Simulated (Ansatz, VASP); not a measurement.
# Zn in VASP and in Ansatz

INCAR

```
PREC = Accurate
ENCUT = 520
EDIFF = 1E-6
ISMEAR = -1
SIGMA = 0.1
LREAL = F
LASPH = T
NELM = 60
ALGO = Normal
ISIF = 2
LWAVE = F
LCHARG = F
GGA = B5
ALDAX = 1.0
AGGAX = 1.0
AGGAC = 1.0
ALDAC = 0.0
NBANDS = 12
```

Contents of KPOINTS:

```
regular mesh
0
Gamma
  15 15 15
```

File POSCAR:

```
Zn
1.0
    0.0000000000      1.9755929064      1.9755929064
    1.9755929064      0.0000000000      1.9755929064
    1.9755929064      1.9755929064      0.0000000000
Zn
1
Direct
    0.0000000000      0.0000000000      0.0000000000
```

Input for Ansatz:

```yaml
crystal:
  lattice:
    - [0.0, 1.9755929064, 1.9755929064]
    - [1.9755929064, 0.0, 1.9755929064]
    - [1.9755929064, 1.9755929064, 0.0]
  atoms:
    - { symbol: Zn, position: [0.0, 0.0, 0.0] }
hamiltonian:
  xc: blyp
  pseudopotentials:
    kind: paw
    azcp:
      Zn: "pseudopotentials/Zn.paw.azcp"
basis:
  ecutwfc: 420
  fft_grid_basis: typed
kpoints:
  mp_grid: { grid: [15, 15, 15], shift: [0, 0, 0] }
magnetization:
  spin_polarized: false
scf:
  occupations: { method: fermi_dirac, width: 0.1 }
  lower_state_search: "off"
output:
  stress: true
```

Alike in both runs: task single point; functional BLYP; k mesh 15 × 15 × 15; occupations fermi-dirac, width 0.1 eV; no spin polarisation.

```csv
,VASP,Ansatz
version,VASP 6.6.1,Ansatz 0.2.0
potentials or method,"VASP PAW PBE potentials, release 64 (Zn)","plane waves (420 eV) with PAW, scalar-relativistic"
plane-wave cutoff (eV),520,420
valence electrons in the cell,12,12
```

Ansatz gave:

| Item | Value |
| --- | --- |
| pressure (GPa) | 4.8 |

Estimate VASP's values.

pressure (GPa): 5.1.

The functional is the same, so the differences come from potentials, cutoffs and numerics.

Caveats: the PAW data sets were made with another functional, which shifts forces and pressure a little (VASP).
